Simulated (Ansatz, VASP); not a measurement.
# Sn in VASP and in Ansatz

INCAR

```
SYSTEM = Sn
PREC = Accurate ; ENCUT = 520
EDIFF = 1E-7 ; ISMEAR = -1
SIGMA = 0.08 ; LREAL = .False.
LASPH = .True. ; NELM = 100
ALGO = Normal ; ISIF = 2
LWAVE = .False. ; LCHARG = .False.
GGA = PE ; NBANDS = 13
```

Contents of KPOINTS:

```
Automatic mesh
0
Gamma
  12 12 12
  0 0 0
```

The input POSCAR:

```
Sn
1.0
    2.8200150749      0.0000000000      0.0000000000
    0.0000000000      2.8200150749      0.0000000000
    0.0000000000      0.0000000000      2.8200150749
Sn
1
Direct
    0.0000000000      0.0000000000      0.0000000000
```

Input for Ansatz:

```yaml
crystal:
  lattice:
    - [2.8200150749, 0.0, 0.0]
    - [0.0, 2.8200150749, 0.0]
    - [0.0, 0.0, 2.8200150749]
  atoms:
    - { symbol: Sn, position: [0.0, 0.0, 0.0] }
kpoints:
  mp_grid: { grid: [12, 12, 12] }
scf:
  occupations: { method: fermi_dirac, width: 0.08 }
hamiltonian:
  xc: pbe
  pseudopotentials: { kind: all_electron, lapw: { basis_error: 0.001 } }
output:
  forces: true
  stress: true
  eigenvalues: true
  populations: true
```

Change from the starting cell: volume scaled by 0.76, LAPW.

Alike in both runs: task single point; functional PBE; k mesh 12 × 12 × 12; occupations fermi-dirac, width 0.08 eV; no spin polarisation.

|  | VASP | Ansatz |
| --- | --- | --- |
| version | VASP 6.6.1 | Ansatz 0.2.0 |
| potentials or method | VASP PAW PBE potentials, release 64 (Sn_d) | all-electron LAPW, scalar-relativistic |
| plane-wave cutoff (eV) | 520 | see its input |

|  | VASP | Ansatz | Ansatz less VASP |
| --- | --- | --- | --- |
| pressure (GPa) | 24.4 | 24.4 | +0.03 |

Ansatz ran all-electron here, so the differences hold the error of VASP's frozen core and of both bases.

Caveats: so large a pressure means that the cell lies far from this level's equilibrium, or that cutoff or potentials fall short (VASP).
